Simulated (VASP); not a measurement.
Wanted: the native input for a VASP 6.6.1 run.

| Item | Value |
| --- | --- |
| Task | single point |
| Functional | PBE |
| Potentials or basis | VASP PAW PBE potentials, release 64 (Ni, O) |
| Cutoff | 520 eV |
| k mesh | 6 × 6 × 6 |
| Occupations | gaussian, width 0.02 eV |
| Spin | collinear spin, ferromagnetic start |
| Starting moments | [2.0, 0.0] μB |
| Further INCAR settings | ALGO = Fast; EDIFF = 1e-07; NBANDS = 19 |

The structure of NiO lies in POSCAR:

```
NiO
1.0
    1.4381403700      0.8303107300      2.3308059600
   -1.4381403700      0.8303107300      2.3308059600
    0.0000000000     -1.6606214600      2.3308059600
Ni O
1 1
Direct
    1.0000000000      0.0000000000      0.0000000000
    0.5000000000      0.5000000000      0.5000000000
```

The cell was built by a generator and needn't be a form met in nature.

One way to write it, as run:

INCAR

```
PREC = Accurate ; ENCUT = 520
EDIFF = 1E-7 ; ISMEAR = 0
SIGMA = 0.02 ; LREAL = False
LASPH = True ; NELM = 120
ALGO = Fast ; ISIF = 2
LWAVE = False ; LCHARG = False
ISPIN = 2 ; MAGMOM = 2 0
LORBIT = 11 ; LMAXMIX = 4
GGA = PE ; NBANDS = 19
```

KPOINTS

```
regular mesh
0
Gamma
  6 6 6
```

Potentials or basis: VASP PAW PBE potentials, release 64 (Ni, O).

The run is started by

```bash
$ cat potpaw_PBE.64/Ni/POTCAR potpaw_PBE.64/O/POTCAR > POTCAR
$ mpirun -np 1 vasp_std > vasp.out
```

Results of the run:

The pressure is 27.2 GPa. The band gap on the k mesh is none (metal or under the smearing width), the net moment is 1.70 μB per cell and the site moments are Ni +1.39; O +0.27 μB. The valence electrons inside the program's atomic spheres are Ni 9.16; O 5.03.

Caveat: the k mesh is coarse (spacing up to 0.45 Å⁻¹), so the values aren't converged; so large a pressure means that the cell lies far from this level's equilibrium, or that cutoff or potentials fall short; a cell with one magnetic atom can't hold antiferromagnetic order, which such compounds often take; semilocal functionals often make such compounds metallic where correlation or magnetic order opens a gap, which also shifts bond lengths.

It took 11 s on 1 thread of Intel(R) Xeon(R) 6975P-C (Granite Rapids), with other jobs on the host, peak memory 0.15 GiB.
